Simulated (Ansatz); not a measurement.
**Strain response of ZrO2**

Theory: Ansatz 0.2.0, DFT PBEsol, scalar-relativistic, plane waves, PAW. Settings: 420 eV cutoff, 6×6×6 k-mesh, Gaussian smearing of 0.02 eV, no spin polarisation.

Reference structure (relaxed):

```yaml
crystal:
  lattice:
    - [2.53205, 2.53205, 0.00000]
    - [-2.53205, 2.53205, 0.00000]
    - [0.00000, 0.00000, 5.06410]
  atoms:
    - { symbol: Zr, position: [0.00000, 0.00000, 0.00000] }
    - { symbol: Zr, position: [0.50000, 0.50000, 0.50000] }
    - { symbol: O, position: [0.00000, 0.50000, 0.75000] }
    - { symbol: O, position: [0.50000, 0.00000, 0.75000] }
    - { symbol: O, position: [0.50000, 0.00000, 0.25000] }
    - { symbol: O, position: [0.00000, 0.50000, 0.25000] }
```

Deformation: all cell vectors scaled alike, the atoms relaxed, all within the symmetry that the strain leaves. Energies are extrapolated to zero smearing. Stress is positive in compression, on the Cartesian axes of the cell above. Gaps are Kohn–Sham gaps over the whole zone.

```csv
strain (%),ΔE (meV/atom),a (Å),b (Å),c (Å),σxx (GPa),σyy (GPa),σzz (GPa),gap (eV)
-4.5,181.6,3.420,3.420,4.836,46.96,46.96,46.95,3.67
-3.0,76.8,3.473,3.473,4.912,28.18,28.18,28.19,3.56
-1.5,18.2,3.527,3.527,4.988,12.70,12.70,12.70,3.45
+0.0,0.0,3.581,3.581,5.064,0.00,0.00,0.00,3.33
+1.5,16.6,3.635,3.635,5.140,-10.36,-10.36,-10.36,3.21
+3.0,63.4,3.688,3.688,5.216,-18.74,-18.74,-18.74,3.09
+4.5,136.1,3.742,3.742,5.292,-25.44,-25.44,-25.44,2.97
```

This fluorite-type form isn't the usual stable structure of the compound.